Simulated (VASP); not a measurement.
Wanted: the native input for a VASP 6.6.1 run.

```
Task                   : relaxation of cell and atoms
Functional             : PBE
Potentials or basis    : VASP PAW PBE potentials, release 64 (Cd, O)
Cutoff                 : 700 eV
k mesh                 : 12 × 12 × 12
Occupations            : gaussian, width 0.02 eV
Spin                   : no spin polarisation
Further INCAR settings : ALGO = Fast; EDIFF = 1e-07; IBRION = 2; EDIFFG = -0.002; NSW = 80; ISIF = 3
```

The structure of CdO lies in POSCAR:

```
CdO                                     
1.0
    0.0000000000      2.3899715925      2.3899715925
    2.3899715925     -0.0000000000      2.3899715925
    2.3899715925      2.3899715925     -0.0000000000
  Cd              O             
     1     1
Direct
     0.0000000000000000    0.0000000000000000    0.0000000000000000
     0.5000000000000000    0.5000000000000000    0.5000000000000000
```

One way to write it, as run:

INCAR

```
SYSTEM = CdO
ALGO = Fast
EDIFF = 1E-7
EDIFFG = -0.002
ENCUT = 700
GGA = PE
IBRION = 2
ISIF = 3
ISMEAR = 0
LASPH = .True.
LCHARG = .False.
LREAL = .False.
LWAVE = .False.
NELM = 100
NSW = 80
PREC = Accurate
SIGMA = 0.02
```

KPOINTS

```
k-points
0
Gamma
  12 12 12
  0 0 0
```

Potentials or basis: VASP PAW PBE potentials, release 64 (Cd, O).

Run with:

```console
$ cat potpaw_PBE.64/Cd/POTCAR potpaw_PBE.64/O/POTCAR > POTCAR
$ mpirun -np 1 vasp_std > vasp.out
```

It gave:

* Relaxed volume: 13.66 Å³/atom
* Relaxed cell: a = 3.380 Å, b = 3.380 Å, c = 3.380 Å, α = 60.00°, β = 60.00°, γ = 60.00°
* Space group after relaxing (to 0.05 Å): Fm-3m (No. 225)
* Energy gained by relaxing: 0.0 meV/atom
* Ionic steps: 3
* Pressure after relaxing: 0.0 GPa
* Band gap on the k mesh: none (metal or under the smearing width)

Caveat: this crystal is a semiconductor, whose small gap the functional closes, so the metal is an error of the method.

Wall time 98 s on 1 thread of AMD EPYC 7R43 64-Core Processor (Zen 3) (shared host), peak memory 0.16 GiB.
